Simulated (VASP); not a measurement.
The system is BAs.

```
CELL_PARAMETERS angstrom
0.00000 2.38850 2.38850
2.38850 0.00000 2.38850
2.38850 2.38850 0.00000
ATOMIC_POSITIONS crystal
As 0.75000 0.75000 0.75000
B 0.00000 0.00000 0.00000
```

Base run:

```yaml
Program: VASP 6.6.1
Functional: MS2
Potentials_or_basis: VASP PAW PBE potentials, release 64 (As, B)
Cutoff: 520 eV
k_mesh: 10 × 10 × 10
Occupations: fermi-dirac, width 0.05 eV
Spin: no spin polarisation
```

Its results: band gap on the k mesh 1.54 eV, indirect (least direct gap 3.90 eV); pressure -0.1 GPa.

Task: The run is repeated on the same cell with these changes: functional from MS2 to revPBE; further incar settings from ALGO = Normal; EDIFF = 1e-06; NBANDS = 11 to ALGO = Fast; EDIFF = 1e-06. What comes out?

Result: Band gap on the k mesh 1.20 eV, indirect (least direct gap 3.27 eV); pressure 5.4 GPa.

Caveats: the PAW data sets were made with another functional, which shifts forces and pressure a little.

Not every run made on this cell is shown here.
